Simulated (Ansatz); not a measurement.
**AgCl (Pm-3m): equation of state with a fit, by script**

Where is the equilibrium volume of AgCl (Pm-3m), and how stiff is it? Wanted for AgCl (Pm-3m): an equation of state with a fit.

Program: Ansatz 0.2.0, driven from Python. Level of theory: DFT PBE, plane waves, PAW. These are calculated values, not measurements.

## (1) The system

It takes space group Pm-3m (No. 221, cubic). Conventional cell: a = 3.434 Å, b = 3.434 Å, c = 3.434 Å, α = 90.00°, β = 90.00°, γ = 90.00°. Around Ag (site symmetry m-3m) lie 8 Cl at 2.97 Å. Cl (site symmetry m-3m) has 8 Ag at 2.97 Å as nearest neighbours.

The script holds or builds the structure itself.

## (2) Script

eos_agcl.py

```python
import ansatz as az
import numpy as np

VECTORS = np.array([
    [3.43397, 0.0, 0.0],
    [0.0, 3.43397, 0.0],
    [0.0, 0.0, 3.43397],
])
SITES = [
    ("Ag", (0.0, 0.0, 0.0)),
    ("Cl", (0.5, 0.5, 0.5)),
]


def on_lattice(cell):
    crystal = az.Crystal(lattice=az.Lattice.of(cell))
    for symbol, position in SITES:
        crystal = crystal.atom(symbol, position)
    return crystal

volumes, energies, pressures = [], [], []
for scale in np.linspace(0.95, 1.07, 5):
    cell = VECTORS * scale ** (1 / 3)
    calculation = (
        on_lattice(cell).calculation()
        .occupations("fixed")
        .pseudopotentials("paw")
        .basis(38 * az.Ry)
        .functional("PBE")
        .kpoints(5, 5, 5)
        .stress()
    )
    r = calculation.run().report
    volumes.append(abs(np.linalg.det(cell)) / len(SITES))
    energies.append(r["free_energy_ev"] / len(SITES))
    pressures.append(np.trace(r["stress_gpa"]) / 3)
    print(f"V = {volumes[-1]:8.4f} A^3/atom  F = {energies[-1]:.5f} eV/atom  P = {pressures[-1]:8.3f} GPa")

x = np.array(volumes) ** (-2 / 3)
poly = np.polynomial.Polynomial.fit(x, energies, 3).convert()
roots = poly.deriv().roots()
x0 = min((r.real for r in roots if abs(r.imag) < 1e-9 and poly.deriv(2)(r.real) > 0), key=lambda r: abs(r - x.mean()))
v0 = x0 ** -1.5
b0 = 4 / 9 * poly.deriv(2)(x0) * v0 ** (-7 / 3) * 160.21766
b1 = 4 + 2 / 3 * x0 * poly.deriv(3)(x0) / poly.deriv(2)(x0)
print(f"V0 = {v0:.4f} A^3/atom, B0 = {b0:.1f} GPa, dB/dP = {b1:.2f}")
```

## (3) Running it

Started as:

```
python eos_agcl.py
```

**Question.** Estimate the equilibrium volume and the bulk modulus.

**Answer**, as computed:

| quantity | value |
| --- | --- |
| runs compared | 5 |
| range of energy | 12.81 meV/atom |
| lowest point, volume (Å³/atom) | 20.449 |
| equilibrium volume (fit) | 20.21 Å³/atom |
| bulk modulus (fit) | 47 GPa |

In words: A third-order Birch-Murnaghan fit through the 5 points has its minimum at 20.21 Å³ an atom, 0.2 % below the typed cell, with a bulk modulus of 47 GPa and dB/dP = 5.4. From that minimum the energy rises by 7.7 meV an atom on the compressed side and 13.2 meV on the expanded side. Reading the output:
- For a gap this small the mesh is coarse, and bands can meet between its points.
- Pressure is positive in compression.
- This cell is a computed structure, which may not be the phase found in nature.
